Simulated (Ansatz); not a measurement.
# PbS (Pm-3m) in Ansatz: a series of runs, part 2 of 2

Ansatz 0.2.0.

## Step 4: Relaxation of cell and atoms, PBEsol+D3(BJ)

File input.yaml:

```yaml
crystal:
  lattice:
    - [3.653659, 0.0, 0.0]
    - [0.0, 3.653659, 0.0]
    - [0.0, 0.0, 3.653659]
  atoms:
    - { symbol: Pb, position: [0.0, 0.0, 0.0] }
    - { symbol: S, position: [0.5, 0.5, 0.5] }
hamiltonian:
  xc: pbesol
  pseudopotentials: { kind: paw }
  dispersion: d3bj
kpoints:
  mp_grid: { grid: [7, 7, 7] }
scf:
  occupations: { method: fermi_dirac, width: 0.05 }
output:
  forces: true
  stress: true
  eigenvalues: true
relax:
  f_tol: 0.01
  max_steps: 40
  cell: { stress_tol: 0.05 }
```

Potentials or basis: Ansatz PAW.

The run is started by

```bash
ansatz run input.yaml --threads 2 --pin off --max-ram 5632MiB --backend cpu --events-out ev --progress --plain --runs-dir out
```

Standard output:

```text
Warning: RAYON_NUM_THREADS=2 ignored (pool sized by the plan → 2); use --threads N
Engine: ansatz 0.2.0, x86_64-unknown-linux-gnu
Pseudopotentials: kind: paw
Pseudopotential: Pb, paw, valence charge 14, recommended cutoff 420 eV (normal), Pb.paw.azcp
Pseudopotential: S, paw, valence charge 6, recommended cutoff 420 eV (normal), S.paw.azcp
Functional definition: PBEsol
  exchange = pbesol_x
  correlation = pbesol_c
Crystal: 2 atoms, lattice volume = 48.774 Å³
Basis set: ecut = 420 eV, 949 PW (Γ), exchange–correlation on 50×50×50 points (8 copies of the dense FFT grid, shifted against one another)
Bands: 14, of which v1, the nominal top of the filled ones, is band 10 counted from 1 (9 counted from 0)
Symmetry: 48 space group operations
Space group: Pm-3m (ITA 221), of the structure as read, at distance tolerance 3.7e-5 Å
k-points: 20 of 343
Non-local potential: Pb, projectors of the file, l = 0: 2, l = 1: 2, l = 2: 2, l = 3: 2
Non-local potential: S, projectors of the file, l = 0: 2, l = 1: 2, l = 2: 2
PAW form: soft (Blöchl's): semilocal exchange-correlation on the pseudo side does not see the compensation charge
PAW frozen core: Pb, regenerated for the run's functional, and the local potential with it (the file was generated under x = pbe(κ = 0.804, μ = 0.2195149727645171), c = pbe(β = 0.06672455060314922))
PAW frozen core: S, regenerated for the run's functional, and the local potential with it (the file was generated under x = pbe(κ = 0.804, μ = 0.2195149727645171), c = pbe(β = 0.06672455060314922))
PAW one-centre angular grid: Pb, 590 points (default); XC on 64 Gauss nodes
PAW one-centre angular grid: S, 110 points (default); XC on 64 Gauss nodes
Initial density: superposition of atomic densities (neutral atoms: chi_scale 0, normalization atom), corrected by the library's trained network
Initial wavefunctions: pseudopotential atomic-orbital guess
Functional: x = pbesol(κ = 0.804, μ = 0.12345679012345678), c = pbesol(β = 0.046)
SCF iter   1: F=—  HF=-12641.166734 eV  |F-HF|=—  |Δ(HF+E_count)|=         —  Δρ=5.47e-3  dr2=3.02e-2  ethr=1.77e-3  ⟨swp⟩=6.3  Hψ=1679  notcnv=0
preconditioner: auto → none  [insulator: Δε(μ)=0.830 eV  Ē_g=15.456 eV  σ=0.050 eV  W_gap=0.60  n_scr=6 (ndim 8)  ℏωp=23.8 eV  f_vac=0.000  D(μ)=1.30/eV (n_scr^D=6)  ε∞_Penn≈3.4]
SCF iter   2: F=—  HF=-12641.159801 eV  |F-HF|=—  |Δ(HF+E_count)|=   6.93e-3  Δρ=2.53e-3  dr2=6.78e-3  ethr=1.51e-4  ⟨swp⟩=1.4  Hψ=453  notcnv=0
SCF iter   3: F=—  HF=-12641.158332 eV  |F-HF|=—  |Δ(HF+E_count)|=   1.47e-3  Δρ=3.24e-4  dr2=2.86e-5  ethr=3.39e-5  ⟨swp⟩=1.4  Hψ=290  notcnv=0
SCF iter   4: F=—  HF=-12641.158283 eV  |F-HF|=—  |Δ(HF+E_count)|=   4.98e-5  Δρ=8.62e-5  dr2=2.39e-6  ethr=1.43e-7  ⟨swp⟩=2.0  Hψ=383  notcnv=0
SCF iter   5: F=—  HF=-12641.158285 eV  |F-HF|=—  |Δ(HF+E_count)|=   2.84e-6  Δρ=1.36e-5  dr2=1.10e-7  ethr=1.19e-8  ⟨swp⟩=2.8  Hψ=482  notcnv=0
SCF iter   6: F=-12641.158286 eV  HF=-12641.158286 eV  |F-HF|=2.18e-11  |Δ(HF+E_count)|=   2.63e-8  Δρ=7.64e-7  dr2=1.55e-10  ethr=5.00e-10  ⟨swp⟩=5.9  Hψ=1242  notcnv=0
SCF 1 converged in 6 iterations: F = -12641.158286 eV  dr2 = 1.55e-10
relax step   1: F+E_penalty+E_count = -12641.15828550 eV  Δ(F+E_penalty+E_count) = +0.000e0 eV  max|allowed force component| = 3.353e-30 eV/Å  Δτ_max = 0.0000 Å  P = -5.925 GPa  Ω = 48.774 Å³  (6 SCF iters, dr2 threshold 1.00e-7 eV, accepted)
Crystal: 2 atoms, lattice volume = 42.484 Å³
[... 57 lines left out ...]
Free energy (F): -12641.263573 eV
Harris-Foulkes:  -12641.263573 eV  (|F-HF|=7.28e-12)
Internal energy: -12641.256403 eV  (E = F + TS)
E sigma→0 (E₀):  -12641.259988 eV
Entropy (-TS):   -0.007170 eV (-3.585 meV/atom)
Fermi energy:    10.366295 eV
--- Per-component energies (eV) ---
  E_band       = -12.293801
  E_kinetic    = 395.189805
  E_local      = -1055.572598  (includes V_loc(G=0)·N_el)
  E_nonlocal   = 381.050777
  E_hartree    = 412.802130
  E_xc         = -316.376933
  E_vxc        = -221.589785  (∫ρ·V_xc dr)
  E_paw        = -10837.897067  (= ΣΔE_a)
  E_vpaw       = -336.976312  (= ΣTr[D̂ρ^β])
  E_aug_tail   = 0.000048  (compensation charges beyond the density's cutoff)
  E_ewald      = -1619.790997
  E_disp       = -0.785634  (pairwise vdW)
  E_core_change = 0.124066  (= ΣΔE_core)
  E_smearing   = -0.007170  (= −TS)
  E_closure    = 0.000000  (closes the sum)
  Σ components = -12641.263573   (vs F -12641.263573, Δ=0.00e0)
--- Forces (eV/Å), atoms counted from 1 ---
  atom   1  Pb     0.00000000     0.00000000    -0.00000000
  atom   2  S     -0.00000000    -0.00000000    -0.00000000
  max |Σ_I F_I| component: 8.05e-31 eV/Å
--- Stress (GPa, compression-positive) ---
       -0.038284      -0.000000      -0.000000
       -0.000000      -0.038284       0.000000
       -0.000000      -0.000000      -0.038284
  P = ⅓ Tr σ = -0.0383 GPa (-0.383 kbar)
--- Band table (eV; the first three rows and the last of 20) ---
  k-point 0: bands = ["-6.4366", "-6.4366", "-6.1445", "-6.1445", "-6.1445", "-3.5680", "3.9953", "8.4793", "8.4793", "8.4793", "15.6166", "15.6166", "17.7273", "17.7273"]
  k-point 1: bands = ["-6.4335", "-6.3951", "-6.1613", "-6.1613", "-6.1428", "-3.3662", "3.4731", "8.5425", "8.6738", "8.6738", "15.4052", "15.7549", "17.0726", "17.0726"]
  k-point 2: bands = ["-6.4265", "-6.3034", "-6.1988", "-6.1988", "-6.1391", "-2.8004", "2.2461", "8.9809", "9.1826", "9.1826", "13.5063", "15.7127", "15.7127", "16.1368"]
  k-point 19: bands = ["-6.3402", "-6.3290", "-6.3290", "-6.0755", "-6.0755", "-0.7127", "4.3031", "7.1881", "7.4086", "7.4086", "10.0634", "10.0634", "11.0905", "23.7550"]
--- Relaxed structure (4 steps of the walk, 4 accepted, 1 SCFs on fresh bases) ---
  F+E_penalty+E_count = -12641.26357318 eV   max|allowed force component| = 3.862e-31 eV/Å   (the final SCF, on the basis selected at the relaxed cell)
  cell:  # Å, volume = 43.7897 Å³
    - [3.524715785239572, 1.0913603018194335e-33, -3.851859888774472e-34]
    - [1.1555579666323415e-33, 3.524715785239572, 1.2839532962581572e-34]
    - [-3.851859888774472e-34, 6.419766481290786e-35, 3.524715785239572]
  atoms:
    - { symbol: Pb, position: [-1.7570787206172742e-35, -1.2079916204242308e-35, 4.3926968015424986e-36] }
    - { symbol: S, position: [0.5, 0.5, 0.5] }
```

Run time: 1.9 s. Hardware: 2 threads of Intel Xeon 6975P-C (Granite Rapids), shared host; peak memory 0.35 GiB.

Results:

```yaml
Free_energy: -12641.2636 eV
Relaxed_volume: 21.89 Å³/atom
Relaxed_cell: a = 3.525 Å, b = 3.525 Å, c = 3.525 Å, α = 90.00°, β = 90.00°, γ = 90.00°
Space_group_after_relaxing_to_0.05_Å: Pm-3m (No. 221)
Energy_gained_by_relaxing: 52.6 meV/atom
Ionic_steps: 5
Pressure_after_relaxing: 0.0 GPa
Band_gap_on_the_k_mesh: none (metal or under the smearing width)
```

Step by step:
```tsv
step	energy change (eV)	largest force (eV/Å)	volume (Å³)
1	0.0000	0.0000	48.77
2	-0.0964	0.0000	42.48
3	-0.1050	0.0000	44.13
4	-0.1057	0.0000	43.79
5	-0.1053	0.0000	43.79
```

Final structure:
```
CELL_PARAMETERS angstrom
3.52472 0.00000 0.00000
0.00000 3.52472 0.00000
0.00000 0.00000 3.52472
ATOMIC_POSITIONS crystal
Pb 0.00000 0.00000 0.00000
S 0.50000 0.50000 0.50000
```

Levels at points of the mesh, in eV from the Fermi level:
```
           k point  band 6  band 7  band 8  band 9  band 10  band 11  band 12  band 13  band 14
(0.00, 0.00, 0.00)  -13.93   -6.37   -1.89   -1.89    -1.89     5.25     5.25     7.36     7.36
```

Caveat: the plane-wave basis is chosen anew once the cell has moved, so the energies of steps on either side of that aren't comparable; pairwise dispersion overbinds metals, which lowers pressure and volume; the PAW data sets come from PBE, with cores solved anew for the run's functional, which leaves a small shift of forces and pressure.

## Step 5: Relaxation of cell and atoms, PBEsol+D4

Changes to input.yaml since step 4:

```diff
@@ -11,3 +11,3 @@
   pseudopotentials: { kind: paw }
-  dispersion: d3bj
+  dispersion: d4
 kpoints:
```

The run is started by

```bash
ansatz run input.yaml --threads 2 --pin off --max-ram 5632MiB --backend cpu --events-out ev --progress --plain --runs-dir out
```

Run time: 2.1 s. Hardware: 2 threads of Intel Xeon 6975P-C (Granite Rapids), shared host; peak memory 0.34 GiB.

It converged, with:

* Free energy: -12640.9934 eV
* Relaxed volume: 22.27 Å³/atom
* Relaxed cell: a = 3.545 Å, b = 3.545 Å, c = 3.545 Å, α = 90.00°, β = 90.00°, γ = 90.00°
* Space group after relaxing (to 0.05 Å): Pm-3m (No. 221)
* Energy gained by relaxing: 36.1 meV/atom
* Ionic steps: 5
* Pressure after relaxing: 0.0 GPa
* Band gap on the k mesh: none (metal or under the smearing width)

Step by step:
```csv
step,energy change (eV),largest force (eV/Å),volume (Å³)
1,0.0000,0.0000,48.77
2,-0.0674,0.0000,43.53
3,-0.0723,0.0000,44.78
4,-0.0726,0.0000,44.55
5,-0.0723,0.0000,44.55
```

Final structure:
```yaml
crystal:
  lattice:
    - [3.54490, 0.00000, 0.00000]
    - [0.00000, 3.54490, 0.00000]
    - [0.00000, 0.00000, 3.54490]
  atoms:
    - { symbol: Pb, position: [0.00000, 0.00000, 0.00000] }
    - { symbol: S, position: [0.50000, 0.50000, 0.50000] }
```

Levels at points of the mesh, in eV from the Fermi level:
| k point | band 6 | band 7 | band 8 | band 9 | band 10 | band 11 | band 12 | band 13 | band 14 |
| --- | --- | --- | --- | --- | --- | --- | --- | --- | --- |
| (0.00, 0.00, 0.00) | -13.78 | -6.40 | -1.81 | -1.81 | -1.81 | 5.30 | 5.30 | 7.25 | 7.25 |

Caveat: the plane-wave basis is chosen anew once the cell has moved, so the energies of steps on either side of that aren't comparable; pairwise dispersion overbinds metals, which lowers pressure and volume; the PAW data sets come from PBE, with cores solved anew for the run's functional, which leaves a small shift of forces and pressure.

## Step 6: Summary

| level | gap on the mesh (eV) | pressure (GPa) | relaxed volume (Å³/atom) |
| --- | --- | --- | --- |
| PBE+D3(BJ) | none | 0.0 | 23.27 |
| PBE+D4 | none | 0.0 | 23.36 |
| PBEsol+D3(BJ) | none | 0.0 | 21.89 |
| PBEsol+D4 | none | 0.0 | 22.27 |

Alike in all rows: task relaxation of cell and atoms; potentials or basis Ansatz PAW; no spin polarisation; cell relaxed; k mesh 7 × 7 × 7; cutoff (eV) 420; smearing fermi-dirac 0.05 eV.

Caveats: the plane-wave basis is chosen anew once the cell has moved, so the energies of steps on either side of that aren't comparable; pairwise dispersion overbinds metals, which lowers pressure and volume; the PAW data sets come from PBE, with cores solved anew for the run's functional, which leaves a small shift of forces and pressure (some runs).

Total energies depend on the potentials used, so only differences within one code and one set of settings carry meaning.
